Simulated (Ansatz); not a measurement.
Band table of Rh (beta tin type)

```
Rh
1.0
    -1.78802    1.78802    0.97702
     1.78802   -1.78802    0.97702
     1.78802    1.78802   -0.97702
Rh
2
Cartesian
  0.0000 -0.8940 -0.2443
  0.0000 0.8940 0.2443
```

The cell comes from a relaxation on PAW files under the same functional, begun from a prototype that needn't be the stable phase.

All numbers are PBE results (scalar-relativistic) from Ansatz 0.2.0, with a Γ-centred 18×18×18 k mesh, Fermi–Dirac smearing of 0.08 eV, no spin polarisation. Methods: LAPW: all electrons, basis error target 1 meV/atom.

This run: volume at 0.4 of the series' base cell.

The structure type is held throughout; the real material can change phase at far lower pressure.

Path points, in fractions of the reciprocal vectors: Γ (0.000, 0.000, 0.000), X (0.000, 0.000, 0.500), M (-0.500, 0.500, 0.500), Z (0.325, 0.325, -0.325), Z0 (-0.325, 0.675, 0.325), P (0.250, 0.250, 0.250). The distance column jumps between branches of the path. Levels in eV from the Fermi level; bands 27 to 38, counted from the lowest band of the run. The gap is zero, the pressure 1613 GPa.

```
# k(1/Å) point b27 b28 b29 b30 b31 b32 b33 b34 b35 b36 b37 b38
0.000 Γ -20.80 -16.12 -13.55 -13.36 -12.57 -4.49 -4.49 -4.15 -4.15 3.81 7.65 12.55
0.311 - -20.13 -15.55 -13.83 -13.66 -11.86 -4.24 -3.88 -3.67 -3.57 2.79 5.01 11.60
0.621 - -18.20 -14.39 -14.32 -13.91 -10.07 -3.81 -2.51 -2.45 -2.41 0.56 1.29 8.84
0.932 - -15.55 -14.89 -14.54 -11.39 -9.09 -5.06 -2.48 -1.03 -0.98 -0.44 0.24 4.95
1.242 X -15.16 -15.16 -11.57 -11.57 -8.26 -8.26 -0.87 -0.87 -0.33 -0.33 1.48 1.48
1.553 - -14.98 -14.98 -11.20 -11.20 -8.57 -8.57 -1.14 -1.14 -0.56 -0.56 1.75 1.75
1.864 - -14.54 -14.54 -10.52 -10.52 -8.76 -8.76 -1.75 -1.75 -1.31 -1.31 2.10 2.10
2.174 - -14.09 -14.09 -10.71 -10.71 -7.27 -7.27 -2.73 -2.73 -2.12 -2.12 1.71 1.71
2.485 M -13.90 -13.90 -10.92 -10.92 -5.60 -5.60 -4.02 -4.02 -2.45 -2.45 1.34 1.34
2.924 - -14.23 -14.22 -11.81 -10.46 -8.97 -4.65 -2.77 -2.74 -2.59 -1.24 -0.81 4.70
3.363 - -15.78 -14.62 -14.48 -13.31 -6.44 -4.28 -3.58 -3.37 -1.40 -0.70 -0.19 9.39
3.803 - -19.47 -15.26 -14.02 -13.80 -11.00 -4.17 -3.96 -3.29 -2.47 1.97 3.18 11.83
4.242 Γ -20.80 -16.12 -13.55 -13.36 -12.57 -4.49 -4.49 -4.15 -4.15 3.81 7.65 12.55
4.764 - -19.99 -15.59 -11.90 -10.63 -10.63 -10.22 -9.82 -1.63 -1.63 3.51 6.72 15.33
5.286 - -17.65 -15.23 -15.23 -14.15 -9.88 -4.16 -4.16 -2.94 -2.81 2.45 5.68 19.82
5.808 - -16.70 -16.70 -14.13 -12.49 -7.64 -6.02 -6.02 -2.43 0.55 3.02 11.63 15.71
6.330 Z -14.96 -14.96 -11.54 -10.31 -7.93 -5.31 -5.31 -4.75 -1.73 -0.53 10.91 10.91
8.332 Z0 -14.96 -14.96 -11.54 -10.31 -7.93 -5.31 -5.31 -4.75 -1.73 -0.53 10.91 10.91
8.614 - -12.82 -12.82 -11.41 -9.14 -8.60 -6.92 -5.51 -3.98 -3.98 -2.90 8.08 8.08
8.896 - -11.40 -10.87 -9.99 -9.99 -9.88 -9.13 -7.31 -3.93 -2.41 -2.41 5.19 5.19
9.178 - -12.95 -12.92 -11.21 -10.30 -6.70 -6.70 -6.37 -4.82 -1.42 -1.42 2.40 2.40
9.460 M -13.90 -13.90 -10.92 -10.92 -5.60 -5.60 -4.02 -4.02 -2.45 -2.45 1.34 1.34
10.702 X -15.16 -15.16 -11.57 -11.57 -8.26 -8.26 -0.87 -0.87 -0.33 -0.33 1.48 1.48
11.104 - -14.02 -14.02 -11.97 -11.97 -8.34 -8.34 -3.88 -3.88 0.26 0.26 3.58 3.58
11.506 - -14.62 -14.62 -12.38 -12.38 -7.70 -7.70 -4.02 -4.02 0.45 0.45 6.27 6.27
11.908 - -16.45 -16.45 -13.98 -13.98 -6.98 -6.98 -0.71 -0.71 1.84 1.84 9.00 9.00
12.310 P -17.20 -17.20 -14.77 -14.77 -6.60 -6.60 0.09 0.09 3.33 3.33 11.51 11.51
```
